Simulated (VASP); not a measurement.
# Lattice of NaF across functionals and dispersion corrections

Aim: relax NaF at several levels and hold each cell against experiment. The levels: PBE, LDA, r2SCAN and PBE + D3(BJ). LASPH is on for some levels and off for others; the table marks which. The start is a cell from a database of measured crystal structures.

Main program and level: VASP 6.6.1; PBE; plane waves and PAW (Na_pv, F), in the first sound run; inputs show where later runs differ.

This is a report of a sequence of runs, with most program output left out.

### Step 1. Set-up

Before any relaxation, the start is as follows. It takes space group Fm-3m (No. 225, cubic). The conventional cell has a = 4.639 Å, b = 4.639 Å, c = 4.639 Å, α = 90.00°, β = 90.00°, γ = 90.00°. Nearest to Na lie 6 F at 2.32 Å. Nearest to F lie 6 Na at 2.32 Å. Farther neighbours and most contacts between anions are not listed.

### Step 2. Relaxation with PBE

The start need not lie at this functional's minimum. ISIF = 3 frees volume, shape and positions, and EDIFFG sets the threshold on forces and stress at which the search stops. PBE, the usual starting point, adds the gradient of the density.

INCAR

```
SYSTEM = NaF
PREC = Accurate
ENCUT = 560
EDIFF = 1E-06
NELM = 100
ISMEAR = -1
SIGMA = 0.05
LREAL = .FALSE.
ALGO = Normal
GGA = PE
NBANDS = 13
LORBIT = 11
LWAVE = .FALSE.
LCHARG = .FALSE.
KPAR = 2
IBRION = 2
NSW = 60
ISIF = 3
EDIFFG = -0.01
```

POSCAR

```
NaF
1.0
    0.0000000000      2.3195500000      2.3195500000
    2.3195500000      0.0000000000      2.3195500000
    2.3195500000      2.3195500000      0.0000000000
Na F
1 1
Direct
    0.0000000000      0.0000000000      0.0000000000
    0.5000000000      0.5000000000      0.5000000000
```

KPOINTS

```
Automatic mesh
0
Gamma
7 7 7
0 0 0
```

The projector-augmented-wave data sets are Na_pv and F (PBE family, release 64).

Started as:

```bash
$ mpirun -np 2 vasp_std
```

It took 8.2 s on 2 MPI ranks of Intel Xeon Platinum 8488C (Sapphire Rapids), shared host; peak memory 0.28 GiB.

The gap is read on the k-mesh alone, so it is an upper bound where the band edges lie off the mesh. The run keeps the 48 symmetry operations of its start, so it cannot find a distortion of lower symmetry.

Step by step:

| step | energy less that of the first step (eV) | largest force (eV/Å) | pressure (GPa) | volume (Å³) |
| --- | --- | --- | --- | --- |
| 1 | 0.0000 | 0.0000 | 1.84 | 24.96 |
| 2 | -0.0043 | 0.0000 | 0.75 | 25.48 |
| 3 | -0.0053 | 0.0000 | 0.23 | 25.78 |
| 4 | -0.0054 | 0.0000 | -0.01 | 25.91 |

| conventional cell, symmetrised | before | after | change |
| --- | --- | --- | --- |
| a (Å) | 4.639 | 4.697 | +1.3 % |
| b (Å) | 4.639 | 4.697 | +1.3 % |
| c (Å) | 4.639 | 4.697 | +1.3 % |
| volume (Å³/atom) | 12.48 | 12.95 | +3.8 % |

Final coordinates:

```cif
data_structure
_symmetry_space_group_name_H-M 'P 1'
_symmetry_Int_Tables_number 1
_cell_length_a 3.3214
_cell_length_b 3.3214
_cell_length_c 3.3214
_cell_angle_alpha 60.000
_cell_angle_beta 60.000
_cell_angle_gamma 60.000
_cell_volume 25.91
loop_
_atom_site_label
_atom_site_type_symbol
_atom_site_fract_x
_atom_site_fract_y
_atom_site_fract_z
_atom_site_occupancy
Na1 Na 0.00000 0.00000 0.00000 1
F2 F 0.50000 0.50000 0.50000 1
```

This step gave:

```yaml
electrons: 14
bands: 13
irreducible_k_points: 20
symmetry_operations: 48
free_energy_toten: -8.569 eV
fermi_energy: -1.208 eV
pressure: -0.01370 GPa
metallic: no
valence_top_at_k: 0, 0, 0
conduction_bottom_at_k: 0, 0, 0
least_direct_gap_at_k: 0, 0, 0
scf_cycles_over_all_ionic_steps: 32
gap_on_the_k_mesh: 6.085 eV
least_direct_gap_on_the_k_mesh: 6.085 eV
```

It ends with forces that vanish by symmetry and a pressure of -0.01 GPa. The volume lies +3.8 % from that of the database's start. The conventional cell has a = 4.697 Å.

### Step 3. Relaxation with LDA

This step: LDA; plane waves and PAW (Na_pv, F) (VASP 6.6.1).

LDA, the lowest rung, knows the local density alone.

Changes to INCAR since step 2:

```diff
@@ -9,3 +9,3 @@
 ALGO = Normal
-GGA = PE
+GGA = CA
 NBANDS = 13
```

POSCAR is that of step 2.

KPOINTS is that of step 2.

Started as:

```bash
$ mpirun -np 2 vasp_std
```

Wall time 5.8 s (2 MPI ranks); peak memory 0.26 GiB.

The PAW data sets were made with PBE, though LDA sets exist; this is a small mismatch. After so large a change of volume the plane waves of the start cell no longer fit, so the final stress carries a basis-set error.

Relaxation path:

| step | energy less that of the first step (eV) | largest force (eV/Å) | pressure (GPa) | volume (Å³) |
| --- | --- | --- | --- | --- |
| 1 | 0.0000 | 0.0000 | -4.42 | 24.96 |
| 2 | -0.0254 | 0.0000 | -2.16 | 23.74 |
| 3 | -0.0316 | 0.0000 | 0.09 | 22.85 |

| conventional cell, symmetrised | before | after | change |
| --- | --- | --- | --- |
| a (Å) | 4.639 | 4.504 | -2.9 % |
| b (Å) | 4.639 | 4.504 | -2.9 % |
| c (Å) | 4.639 | 4.504 | -2.9 % |
| volume (Å³/atom) | 12.48 | 11.42 | -8.5 % |

Final coordinates:

```
Na F
1.0
     0.00000    2.25217    2.25217
     2.25217    0.00000    2.25217
     2.25217    2.25217    0.00000
Na F
1 1
Cartesian
  0.0000 0.0000 0.0000
  2.2522 2.2522 2.2522
```

Numbers from this step:

| Property | Result |
| --- | --- |
| free energy (TOTEN) | -9.387 eV |
| Fermi energy | -1.059 eV |
| pressure | 0.08939 GPa |
| SCF cycles over all ionic steps | 27 |
| gap on the k-mesh | 6.435 eV |
| least direct gap on the k-mesh | 6.435 eV |

It ends at 11.42 Å³/atom, -8.5 % from the start, with 0.09 GPa left. The conventional cell has a = 4.504 Å.

### Step 4. Relaxation with r2SCAN

This step: r2SCAN; plane waves and PAW (Na_pv, F) (VASP 6.6.1).

r2SCAN adds the kinetic-energy density, costs more than a GGA and is run with LASPH.

Changes to INCAR since step 3:

```diff
@@ -9,3 +9,4 @@
 ALGO = Normal
-GGA = CA
+METAGGA = R2SCAN
+LASPH = .TRUE.
 NBANDS = 13
```

POSCAR is that of step 3.

KPOINTS is that of step 3.

Started as:

```bash
$ mpirun -np 2 vasp_std
```

Run time: 51 s. Hardware: 2 MPI ranks; peak memory 0.29 GiB.

The PAW data sets were made with PBE, which is usual practice but a small mismatch for other functionals.

Step by step:

| step | energy less that of the first step (eV) | largest force (eV/Å) | pressure (GPa) | volume (Å³) |
| --- | --- | --- | --- | --- |
| 1 | 0.0000 | 0.0000 | -2.15 | 24.96 |
| 2 | -0.0061 | 0.0000 | -0.90 | 24.36 |
| 3 | -0.0073 | 0.0000 | -0.38 | 24.12 |
| 4 | -0.0071 | 0.0000 | 0.76 | 23.64 |
| 5 | -0.0076 | 0.0000 | -0.01 | 23.95 |

| conventional cell, symmetrised | before | after | change |
| --- | --- | --- | --- |
| a (Å) | 4.639 | 4.576 | -1.4 % |
| b (Å) | 4.639 | 4.576 | -1.4 % |
| c (Å) | 4.639 | 4.576 | -1.4 % |
| volume (Å³/atom) | 12.48 | 11.98 | -4.0 % |

Final coordinates:

```cif
data_structure
_symmetry_space_group_name_H-M 'P 1'
_symmetry_Int_Tables_number 1
_cell_length_a 3.2357
_cell_length_b 3.2357
_cell_length_c 3.2357
_cell_angle_alpha 60.000
_cell_angle_beta 60.000
_cell_angle_gamma 60.000
_cell_volume 23.95
loop_
_atom_site_label
_atom_site_type_symbol
_atom_site_fract_x
_atom_site_fract_y
_atom_site_fract_z
_atom_site_occupancy
Na1 Na 0.00000 0.00000 0.00000 1
F2 F 0.50000 0.50000 0.50000 1
```

It ends at 11.98 Å³/atom, -4.0 % from the start, with -0.01 GPa left. The conventional cell has a = 4.576 Å.

### Step 5. Relaxation with PBE + D3(BJ)

This step: PBE with D3(BJ); plane waves and PAW (Na_pv, F) (VASP 6.6.1).

A dispersion term adds the long-range attraction that semilocal functionals lack. D3 with Becke-Johnson damping keeps a finite attraction at short range.

Changes to INCAR since step 4:

```diff
@@ -9,4 +9,4 @@
 ALGO = Normal
-METAGGA = R2SCAN
-LASPH = .TRUE.
+GGA = PE
+IVDW = 12
 NBANDS = 13
```

POSCAR is that of step 4.

KPOINTS is that of step 4.

Started as:

```bash
$ mpirun -np 2 vasp_std
```

It took 6.4 s on 2 MPI ranks; peak memory 0.3 GiB; 12 s of CPU time.

The steps of the relaxation:

| step | energy less that of the first step (eV) | largest force (eV/Å) | pressure (GPa) | volume (Å³) |
| --- | --- | --- | --- | --- |
| 1 | 0.0000 | 0.0000 | -0.45 | 24.96 |
| 2 | -0.0002 | 0.0000 | -0.14 | 24.83 |
| 3 | -0.0003 | 0.0000 | -0.04 | 24.79 |

| conventional cell, symmetrised | before | after | change |
| --- | --- | --- | --- |
| a (Å) | 4.639 | 4.629 | -0.2 % |
| b (Å) | 4.639 | 4.629 | -0.2 % |
| c (Å) | 4.639 | 4.629 | -0.2 % |
| volume (Å³/atom) | 12.48 | 12.40 | -0.7 % |

The relaxed structure:

```xyz
2
Lattice="0.0000 2.3143 2.3143 2.3143 0.0000 2.3143 2.3143 2.3143 0.0000" Properties=species:S:1:pos:R:3 pbc="T T T"
Na    0.0000    0.0000    0.0000
F     2.3143    2.3143    2.3143
```

It ends at 12.40 Å³/atom, -0.7 % from the start, with -0.04 GPa left. The conventional cell has a = 4.629 Å. Against plain PBE, the dispersion term moves a by -1.5 %.

### Step 6. The cells as a table

This step: relaxed cells at several levels; plane waves and PAW (VASP 6.6.1).

Derived from the runs above.

Lengths are those of the conventional cell; cost is the wall time of each run, as given at its step, times its ranks, without the set-up around it; LASPH differs between rows, which moves results and costs too. Results by level, by row:

| level | volume (Å³/atom) | change from the start (%) | a (Å) | cost (core minutes) | LASPH |
| --- | --- | --- | --- | --- | --- |
| PBE | 12.95 | 3.8 | 4.697 | 0.273 | off |
| LDA | 11.42 | -8.5 | 4.504 | 0.193 | off |
| r2SCAN | 11.98 | -4 | 4.576 | 1.7 | on |
| PBE + D3(BJ) | 12.4 | -0.7 | 4.629 | 0.213 | off |

### Step 7. Results

| Quantity | Value |
| --- | --- |
| volume, PBE | 12.95 Å³/atom |
| volume, LDA | 11.42 Å³/atom |
| volume, r2SCAN | 11.98 Å³/atom |
| volume, PBE + D3(BJ) | 12.40 Å³/atom |

For NaF the levels give volumes between 11.42 Å³/atom (LDA) and 12.95 Å³/atom (PBE), a spread of 13.4 %, while the cost of the finished runs spans a factor of 8.8. Against the volume of the start, a cell from experiment, PBE + D3(BJ) comes nearest (-0.7 %) and LDA lies farthest (-8.5 %); thermal expansion is in that cell alone. Within 2 % of it: PBE + D3(BJ). The costs hold the number of ionic steps as well as the price of the functional. Adding D3(BJ) to PBE changes the volume by -4.3 % (a by -1.5 %). Within 0.02 Å all end in space group Fm-3m; the runs can't lower the symmetry of the start. LASPH is on for some levels and off for others, so differences between them are not the functional's alone. Each is a single relaxation on the plane waves of the start cell, so larger changes of volume carry a basis-set error that was not tested here. Zero-point and thermal expansion are not included.

[Lines on the potential files, build, host, timing and source positions are cut from VASP's logs without a mark.]

[Logs are printed without paths, hosts, clocks, repeated set-up lines and the standing remarks that a program may print on its own settings, such as how far it seeks lower states.]

[Hosts, paths, dates, database ids (printed as entryN), source tags and the programs' standing remarks are cut or masked in the printed files.]

[A measured line is paired with the nearest computed mode of its activity, which favours agreement.]
